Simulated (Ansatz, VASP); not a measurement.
Two plane-wave programs on AlCo3

POSCAR

```
AlCo3
1.0
    3.5749480000      0.0000000000      0.0000000000
    0.0000000000      3.5749480000      0.0000000000
    0.0000000000      0.0000000000      3.5749480000
Al Co
1 3
Direct
    0.0000000000      0.0000000000      0.0000000000
    0.5000000000      0.5000000000      0.0000000000
    0.5000000000      0.0000000000      0.5000000000
    0.0000000000      0.5000000000      0.5000000000
```

The input INCAR.step1:

```
SYSTEM = AlCo3
  PREC = Accurate
  ENCUT = 520
  ISMEAR = 0
  SIGMA = 0.1
  LREAL = .FALSE.
  LASPH = .TRUE.
  NELM = 150
  ISPIN = 2
  MAGMOM = 0 3 3 3
  LMAXMIX = 4
  NBANDS = 27
  GGA = PE
  ALGO = Normal
  EDIFF = 1E-4
  LWAVE = .TRUE.
  LCHARG = .FALSE.
```

INCAR.step2

```
SYSTEM = AlCo3
  PREC = Accurate
  ENCUT = 520
  EDIFF = 1E-7
  ISMEAR = 0
  SIGMA = 0.1
  LREAL = .FALSE.
  LASPH = .TRUE.
  NELM = 150
  ALGO = Normal
  ISIF = 2
  LWAVE = .FALSE.
  LCHARG = .FALSE.
  ISPIN = 2
  MAGMOM = 0 3 3 3
  LORBIT = 11
  LMAXMIX = 4
  METAGGA = R2SCAN
  LMIXTAU = .TRUE.
  NBANDS = 27
  ISTART = 1
```

The input KPOINTS:

```
Automatic mesh
0
G
  6 6 6
  0 0 0
```

Input for Ansatz:

```yaml
crystal:
  lattice:
    - [3.574948, 0.0, 0.0]
    - [0.0, 3.574948, 0.0]
    - [0.0, 0.0, 3.574948]
  atoms:
    - { symbol: Al, position: [0.0, 0.0, 0.0] }
    - { symbol: Co, position: [0.5, 0.5, 0.0], spin: 3.0 }
    - { symbol: Co, position: [0.5, 0.0, 0.5], spin: 3.0 }
    - { symbol: Co, position: [0.0, 0.5, 0.5], spin: 3.0 }
basis:
  ecutwfc: 500
kpoints:
  mp_grid: { grid: [6, 6, 6] }
hamiltonian:
  xc: r2scan
scf:
  occupations: { method: gaussian, width: 0.1 }
output:
  forces: true
  stress: true
  eigenvalues: true
  populations: true
magnetization:
  spin_polarized: true
```

The cell comes from a database or a generator and needn't be the stable form of this composition.

Alike in both runs: task single point; functional r2SCAN; k mesh 6 × 6 × 6; occupations gaussian, width 0.1 eV; collinear spin.

|  | VASP | Ansatz |
| --- | --- | --- |
| version | VASP 6.6.1 | Ansatz 0.2.0 |
| potentials or method | VASP PAW PBE potentials, release 64 (Al, Co) | scalar-relativistic, plane waves, PAW |
| plane-wave cutoff (eV) | 520 | 500 |
| valence electrons in the cell | 30 | 54 |

Ansatz gave:

```
gap on the k mesh at the Fermi level (eV)                     : none
pressure (GPa)                                                : 2.5
net moment per atom (μB)                                      : 1.17
size of the moment on the site where the two differ most (μB) : 1.65
```

Question: What did VASP give for the same quantities?

Answer: gap on the k mesh at the Fermi level (eV): none; pressure (GPa): 2.0; net moment per atom (μB): 1.15; size of the moment on the site where the two differ most (μB): 1.60.

Site moments also hang on the region over which each program counts them. A gap of «none» marks a metal or a gap that the smearing closes. The two sets of potentials don't hold the same shells in valence. Ansatz warned: «stability_check_not_made».

Caveats: the PAW data sets were made with another functional, which shifts forces and pressure a little (VASP).
